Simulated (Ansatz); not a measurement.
Relaxation of SrCl$_{2}$

Theory: DFT r2SCAN, scalar-relativistic, plane waves, PAW (Ansatz 0.2.0). Settings: 500 eV cutoff, 6×6×6 k-mesh, Gaussian smearing of 0.02 eV, no spin polarisation.

What was changed: relaxed at 20 GPa.

Other phases may be more stable at this pressure.

Command:

```bash
ansatz run input.yaml --threads 1 --pin off --max-ram 2560MiB --backend cpu --events-out ev --progress --plain --runs-dir out
```

Input:

```yaml
crystal:
  lattice:
    - [0.0, 3.2087601711, 3.2087601711]
    - [3.2087601711, 0.0, 3.2087601711]
    - [3.2087601711, 3.2087601711, 0.0]
  atoms:
    - { symbol: Sr, position: [0.0, 0.0, 0.0] }
    - { symbol: Cl, position: [0.25, 0.25, 0.25] }
    - { symbol: Cl, position: [0.75, 0.75, 0.75] }
basis:
  ecutwfc: 500
kpoints:
  mp_grid: { grid: [6, 6, 6] }
hamiltonian:
  xc: r2scan
scf:
  occupations: { method: gaussian, width: 0.02 }
output:
  forces: true
  stress: true
  eigenvalues: true
relax:
  adjacent_minimum: "off"
  f_tol: 0.008
  max_steps: 50
  cell: { stress_tol: 0.08, p_target: 20.0 }
```

F is the free energy. Steps run on the plane waves of an earlier cell, but the last one, and at times one on the way, on a freshly chosen basis, so a repeated geometry can differ a little in energy. The relaxation lowers the enthalpy F + PV at the target pressure, so F itself can rise.

At step 2 F + PV rises: a step can overshoot before the optimiser corrects it.

Steps:

```tsv
step	F − F(1) (eV)	largest force component (eV/Å)	V (Å³/atom)	P (GPa)
1	0.0000	0.000	22.025	17.29
2	0.5385	0.000	20.648	24.89
3	0.1774	0.000	21.514	19.86
4	0.1874	0.000	21.487	20.00
5	0.1876	0.000	21.487	20.00
```

Relaxed structure:

```yaml
crystal:
  lattice:
    - [0.00000, 3.18241, 3.18241]
    - [3.18241, 0.00000, 3.18241]
    - [3.18241, 3.18241, 0.00000]
  atoms:
    - { symbol: Sr, position: [0.00000, 0.00000, 0.00000] }
    - { symbol: Cl, position: [0.25000, 0.25000, 0.25000] }
    - { symbol: Cl, position: [0.75000, 0.75000, 0.75000] }
```

Symmetry: Fm-3m, No. 225, cubic system. Conventional cell: a = 6.365 Å, b = 6.365 Å, c = 6.365 Å, α = 90.00°, β = 90.00°, γ = 90.00°. Sr (site symmetry m-3m) has 8 Cl at 2.76 Å as nearest neighbours. Cl (site symmetry -43m) is surrounded by 4 Sr at 2.76 Å.

The run converged. It took 12 s on 1 thread of Oxide Virtual Turin-like Processor (Zen 5), with other jobs on the host, peak memory 0.55 GiB.